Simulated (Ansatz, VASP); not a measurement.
**MgB2 in VASP and in Ansatz**

```xyz
3
Lattice="3.0952 0.0000 0.0000 -1.5476 2.6806 0.0000 0.0000 0.0000 3.5347" Properties=species:S:1:pos:R:3 pbc="T T T"
Mg    0.0000    0.0000    0.0000
B     0.0000    1.7870    1.7674
B     1.5476    0.8935    1.7674
```

Alike in both runs: task relaxation of cell and atoms; functional PBE; k mesh 12 × 12 × 10; occupations gaussian, width 0.05 eV; no spin polarisation.

|  | VASP | Ansatz |
| --- | --- | --- |
| version | VASP 6.6.1 | Ansatz 0.2.0 |
| potentials or method | VASP PAW PBE potentials, release 64 (Mg, B) | scalar-relativistic, plane waves, PAW |
| plane-wave cutoff (eV) | 600 | 420 |
| valence electrons in the cell | 8 | 16 |

Ansatz gave:

- gap on the k mesh at the Fermi level, each at its own relaxed structure (eV): none
- relaxed volume (Å³/atom): 9.61
- relaxed cell length with the largest relative difference (Å): 3.514
- energy change over the relaxation (meV/atom): -1

Question: Estimate VASP's values.

Answer: gap on the k mesh at the Fermi level, each at its own relaxed structure (eV): none; relaxed volume (Å³/atom): 9.59; relaxed cell length with the largest relative difference (Å): 3.510; energy change over the relaxation (meV/atom): -2.

A gap of «none» marks a metal or a gap that the smearing closes. The two sets of potentials don't hold the same shells in valence.
